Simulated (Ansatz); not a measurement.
Input and command of a plane-wave DFT calculation in Ansatz:

```yaml
crystal:
  lattice:
    - [2.6904552953, -2.6904757091, 0.0]
    - [2.6904552953, 2.6904757091, 0.0]
    - [0.0, 0.0, 9.494819846]
  atoms:
    - { symbol: Sn, position: [0.9991926295, 0.0008073705, 0.9787980982] }
    - { symbol: Sn, position: [0.0008124089, 0.9991875911, 0.5209263329] }
    - { symbol: Sn, position: [0.5008124089, 0.4991875911, 0.2360736671] }
    - { symbol: Sn, position: [0.4991926295, 0.5008073705, 0.7782019018] }
    - { symbol: O, position: [0.0007606133, 0.4992393867, 0.3785] }
    - { symbol: O, position: [0.9992020031, 0.5007979969, 0.8785] }
    - { symbol: O, position: [0.5007606133, 0.9992393867, 0.3785] }
    - { symbol: O, position: [0.4992020031, 0.0007979969, 0.8785] }
basis:
  ecutwfc: 420
kpoints:
  mp_grid: { grid: [10, 10, 4] }
hamiltonian:
  xc: pbesol
scf:
  occupations: { method: gaussian, width: 0.15 }
output:
  forces: true
  stress: true
  eigenvalues: true
```

```bash
ansatz run input.yaml --threads 2 --pin off --max-ram 5120MiB --backend cpu --events-out ev --progress --plain --runs-dir out
```

Processor: Intel(R) Xeon(R) Processor @ 2.50GHz (Skylake/Cascade Lake), 2 threads, on a host shared with other jobs.

Estimate time, memory and problem size.

About 46 s on 2 threads of Intel(R) Xeon(R) Processor @ 2.50GHz (Skylake/Cascade Lake) (shared host), peak memory 0.69 GiB. It solves 48 bands at 93 k points (the mesh reduced by the symmetry that the task leaves, which can be less than the crystal's) with about 2687 plane waves, in 8 SCF iterations.
